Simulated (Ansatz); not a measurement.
## A series in volume scale on Ca

Plane-wave DFT, scalar-relativistic PAW made under PBE with cores redone for the functional, no dispersion; the given relaxed cell is scaled uniformly, energy at zero smearing counts from the unscaled cell, pressure at the given Fermi-Dirac smearing is positive in compression. The results are calculated, by Ansatz 0.2.0.

The cell before it is scaled or strained (space group P6/mmm, No. 191):
```
CELL_PARAMETERS angstrom
6.36470 0.00000 0.00000
-3.18230 5.51200 0.00000
0.00000 0.00000 3.80420
ATOMIC_POSITIONS crystal
Ca 0.00000 0.00000 0.00000
Ca 0.33333 0.66667 0.50000
Ca 0.66667 0.33333 0.50000
```

Settings of every row: spin polarised no; functional revPBE; wave cutoff 420 eV; smearing width 0.1 eV; k mesh 7x7x9.

Atom starting moment: 0 on all atoms.

Limits: the cell comes from a prototype or a list of computed structures and needn't be the stable phase.

```
row  volume scale  V (Å³/atom)  pressure (GPa)  energy change per atom (meV)
  1          0.88       39.148             2.5                         39.43
  2          0.92       40.928            1.53                          16.8
  3          0.96       42.707               ?                             ?
  4          1.04       46.266           -0.59                          3.04
  5          1.08       48.046           -1.08                         12.14
  6          1.12       49.825            -1.5                         26.33
```

Question: what pressure and energy change per atom should row 3 give?

Worked fit of pressure. Take u = (V_r/V)^(2/3) − 1 with V_r = 46.266 Å³ an atom, which is twice the finite (Eulerian) strain; such expansions in the strain, on which the Birch-Murnaghan equation of state is built, carry the rest volume and the bulk modulus. The shown rows have u = 0.11781, 0.08516, 0, -0.02485, -0.04821. Least squares give pressure = −0.585 + 21.081 × u + 43.53 × u² GPa; a straight line predicts inner rows, each left out in turn, worse (root mean square 0.12 against 0.0081 GPa). The rows lie off it by 0.00, 0.00, -0.01, 0.00, 0.00. The pressure vanishes at u = 0.0263, or V = 44.5 Å³ an atom, and there the bulk modulus at fixed shape and fractions is B = −V dP/dV = (2/3)(1 + u) dP/du = 16 GPa. Letting shape and atoms relax would as a rule lower it, by much in layered, chain or molecular crystals. The withheld row has u = 0.05481, so the fit gives −0.585 + 21.081 × (0.05481) + 43.53 × (0.05481)² = 0.70 GPa.

The calculation gave 0.7 GPa. The fit meets it to the printed digit.

Worked fit of energy change per atom. Take u = (V_r/V)^(2/3) − 1 with V_r = 46.266 Å³ an atom, which is twice the finite (Eulerian) strain; such expansions in the strain, on which the Birch-Murnaghan equation of state is built, carry the rest volume and the bulk modulus. The shown rows have u = 0.11781, 0.08516, 0, -0.02485, -0.04821. Least squares give energy change per atom = 3.235 − 247.266 × u + 4722.67 × u² meV; a straight line predicts inner rows, each left out in turn, worse (root mean square 13 against 0.52 meV). The rows lie off it by -0.22, 0.37, -0.19, -0.16, 0.20 (root mean square 0.24 meV). The withheld row has u = 0.05481, so the fit gives 3.235 − 247.266 × (0.05481) + 4722.67 × (0.05481)² = 3.87 meV.

The calculation gave 4.15 meV. The fit lies 0.28 meV (6.7 % of the value, 0.77 % of the column's range) below it; its largest miss of a shown row is 0.37 meV.
